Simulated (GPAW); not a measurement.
**BP: single point with PBEsol**

BP:

```
P B
1.0
     0.00000    2.26900    2.26900
     2.26900    0.00000    2.26900
     2.26900    2.26900    0.00000
P B
1 1
Direct
  0.75465 0.75555 0.74339
  0.99030 0.00905 0.99753
```

The cell isn't the ideal one: atoms moved at random, drawn with an rms of 0.05 Å.

```
Program             : GPAW 26.7.0
Task                : single point
Functional          : PBEsol
Potentials or basis : PAW data sets generated in the run's folder for this functional
Cutoff              : 800 eV
Basis               : pw
k mesh              : 10 × 10 × 10
Occupations         : fermi-dirac, width 0.05 eV
Spin                : no spin polarisation
Maxiter             : 150
```

| Quantity | Value |
| --- | --- |
| Pressure | -1.6 GPa |
| Largest force | 0.679 eV/Å |
| Band gap on the k mesh | 0.79 eV, indirect (least direct gap 2.81 eV) |

Forces in eV/Å, atoms in the order of the input:
```
P    0.298 -0.417 -0.446
B   -0.298  0.417  0.446
```

Stress tensor (GPa, compression positive):
```
-1.59  1.21  1.12
 1.21 -1.62 -0.79
 1.12 -0.79 -1.63
```

Levels at points of the mesh, in eV from the valence-band top:
```tsv
k point	band 2	band 3	band 4	band 5	band 6	band 7
(0.00, 0.00, 0.00)	-0.54	-0.47	0.00	2.81	3.11	3.16
(0.00, 0.00, 0.50)	-9.47	-2.26	-1.90	3.38	4.10	4.56
(0.00, 0.50, 0.00)	-9.46	-2.27	-1.90	3.38	4.09	4.56
(0.00, 0.50, 0.50)	-8.93	-4.52	-4.43	0.88	1.18	11.71
(0.50, 0.00, 0.00)	-9.29	-2.18	-2.12	3.37	4.18	4.25
(0.50, 0.00, 0.50)	-8.93	-4.54	-4.41	0.87	1.19	11.70
(0.50, 0.50, 0.00)	-8.93	-4.54	-4.41	0.87	1.19	11.70
(0.50, 0.50, 0.50)	-9.49	-2.24	-1.91	3.39	4.13	4.56
```

Wall time 2.2 min on 1 thread of Arm Neoverse V1, on a shared host, peak memory 0.37 GiB.

A k mesh can miss the band edges.
